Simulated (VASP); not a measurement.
A run of VASP 6.6.1:

INCAR

```
  ALGO = Normal
  EDIFF = 1E-7
  ENCUT = 520
  GGA = PE
  ISIF = 2
  ISMEAR = -1
  ISPIN = 2
  LASPH = True
  LCHARG = True
  LELF = True
  LMAXMIX = 4
  LORBIT = 11
  LREAL = False
  LVHAR = True
  LWAVE = False
  MAGMOM = 1 1 1 0
  NBANDS = 29
  NELM = 100
  PREC = Accurate
  SIGMA = 0.05
```

File KPOINTS:

```
k-points
0
Gamma
  8 8 8
```

The input POSCAR:

```
SiNi3
1.0
    3.5420000000      0.0000000000      0.0000000000
    0.0000000000      3.5420000000      0.0000000000
    0.0000000000      0.0000000000      3.5420000000
Ni Si
3 1
Direct
    0.5000000000      0.5000000000      0.0000000000
    0.5000000000      0.0000000000      0.5000000000
    0.0000000000      0.5000000000      0.5000000000
    0.0000000000      0.0000000000      0.0000000000
```

Potentials or basis: VASP PAW PBE potentials, release 64 (Ni, Si).

The run is started by

```console
$ cat potpaw_PBE.64/Ni/POTCAR potpaw_PBE.64/Si/POTCAR > POTCAR
$ mpirun -np 1 vasp_std > vasp.out
```

Hardware: 1 thread of AMD EPYC 9R45 (Zen 5) (shared host).

Task: Estimate the wall time of this run.

Result: Wall time 70 s on 1 thread of AMD EPYC 9R45 (Zen 5) (shared host), peak memory 0.18 GiB. Counts: scf iterations 17, k points 35.
